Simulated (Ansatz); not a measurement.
The system is TiO2.

```
Ti O
1.0
     4.59984    0.00000    0.00000
     0.00000    4.59984    0.00000
     0.00000    0.00000    2.95921
Ti O
2 4
Direct
  0.00000 0.00000 0.50000
  0.50000 0.50000 0.00000
  0.30432 0.30432 0.50000
  0.19568 0.80432 0.00000
  0.80432 0.19568 0.00000
  0.69568 0.69568 0.50000
```

The cell is a database's computed one.

```yaml
Program: Ansatz 0.2.0
Task: relaxation of cell and atoms
Functional: PBE
Potentials_or_basis: PseudoDojo stringent (PBE files)
Cutoff: 1252 eV
Density_cutoff: 5007 eV
k_mesh: 6 × 6 × 9
Occupations: fermi-dirac, width 0.05 eV
Spin: no spin polarisation
```

At the start: volume 10.44 Å³/atom.

Task: Where does the relaxation end?

Result: It ends after 6 steps and the volume is 10.63 Å³/atom (+1.9 %); space group P4_2/mnm (No. 136, to 0.05 Å).

Step by step:
| step | energy change (eV) | largest force (eV/Å) | volume (Å³) |
| --- | --- | --- | --- |
| 1 | 0.0000 | 0.0141 | 62.61 |
| 2 | -0.0124 | 0.0669 | 63.38 |
| 3 | -0.0144 | 0.0387 | 63.76 |
| 4 | -0.0147 | 0.0045 | 63.80 |
| 5 | -0.0147 | 0.0022 | 63.80 |
| 6 | -0.0149 | 0.0021 | 63.80 |

Final structure:
```
CELL_PARAMETERS angstrom
4.64012 0.00000 0.00000
0.00000 4.64012 0.00000
0.00000 0.00000 2.96327
ATOMIC_POSITIONS crystal
Ti 0.00000 0.00000 0.50000
Ti 0.50000 0.50000 0.00000
O 0.30513 0.30513 0.50000
O 0.19487 0.80513 0.00000
O 0.80513 0.19487 0.00000
O 0.69487 0.69487 0.50000
```

Caveat: the plane-wave basis is chosen anew once the cell has moved, so the energies of steps on either side of that aren't comparable.
